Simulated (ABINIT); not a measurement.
A run of ABINIT 10.8.3 (patched build) is set up as follows.

run.abi

```
# Datasets
ndtset 4

# Pseudopotentials
pp_dirpath "./"
pseudos "Al.upf"

# Structure
acell 2.8635066922 2.8635066922 2.8635066922 Angstrom
rprim
     0.0000000000     0.7071067812     0.7071067812
     0.7071067812     0.0000000000     0.7071067812
     0.7071067812     0.7071067812     0.0000000000
ntypat 1
znucl 13
natom 1
typat 1
xred
            0.0            0.0            0.0

# Plane-wave basis
ecut 16.0

# k points
ngkpt 12 12 12
nshiftk 1
shiftk 0.0 0.0 0.0

# Exchange and correlation
ixc -116133

# Bands and occupations
nband 10
occopt 3
tsmear 0.00499791

# SCF cycle
nstep 80

# Output
prteig 0
prtebands 0
prtwf 0
prtden 0
prtpot 0

# Dataset 1: ground state
kptopt1 1
tolvrs1 1.0e-15
prtwf1 1
tolwfr1 1.0e-14
nbdbuf1 4
nline1 6

# Dataset 2: response at q = 0 to atomic displacements
rfphon2 1
rfatpol2 1 1
rfdir2 1 1 1
getwfk2 1
kptopt2 2
nqpt2 1
qpt2 0.0 0.0 0.0
tolvrs2 1.0e-9

# Dataset 3: atomic displacements at q = 0.5 0.0 0.0
rfphon3 1
rfatpol3 1 1
rfdir3 1 1 1
getwfk3 1
kptopt3 3
nqpt3 1
qpt3 1/2 0.0 0.0
tolvrs3 1.0e-9

# Dataset 4: atomic displacements at q = 0.5 0.5 0.0
rfphon4 1
rfatpol4 1 1
rfdir4 1 1 1
getwfk4 1
kptopt4 3
nqpt4 1
qpt4 1/2 1/2 0.0
tolvrs4 1.0e-9
```

The input mrgddb.in:

```
merged_DDB
Al
4
runo_DS1_DDB
runo_DS2_DDB
runo_DS3_DDB
runo_DS4_DDB
```

Contents of anaddb.abi:

```
ddb_filepath "merged_DDB"
output_file "anaddb.abo"
outdata_prefix "ana"
asr 1
chneut 0
dipdip 0
dieflag 0
enunit 0
ifcflag 1
brav 1
ngqpt 2 2 2
nqshft 1
q1shft 0.0 0.0 0.0
nqpath 10
ndivsm 6
qpath
     0.0000000000     0.0000000000     0.0000000000
     0.5000000000     0.0000000000     0.5000000000
     0.5000000000     0.2500000000     0.7500000000
     0.3750000000     0.3750000000     0.7500000000
     0.0000000000     0.0000000000     0.0000000000
     0.5000000000     0.5000000000     0.5000000000
     0.6250000000     0.2500000000     0.6250000000
     0.5000000000     0.2500000000     0.7500000000
     0.5000000000     0.5000000000     0.5000000000
     0.3750000000     0.3750000000     0.7500000000
prtdos 2
ng2qpt 20 20 20
dosdeltae 2.0e-5
```

Potentials or basis: PseudoDojo NC SR PBEsol v0.4.1 standard.

Run with:

```bash
$ mpirun --bind-to none -np 4 abinit run.abi > log 2>&1
$ mrgddb < mrgddb.in > mrgddb.log 2>&1
$ anaddb anaddb.abi > anaddb.log 2>&1
```

(1) Predict the highest phonon frequency.

(2) Predict the pressure.

## Answers

(1) 324 cm⁻¹.

(2) -2.2 GPa.

Caveat: the cutoff is short for stress, so the pressure is rough; the q mesh is small, so phonon branches between its points and thermal values are rough.
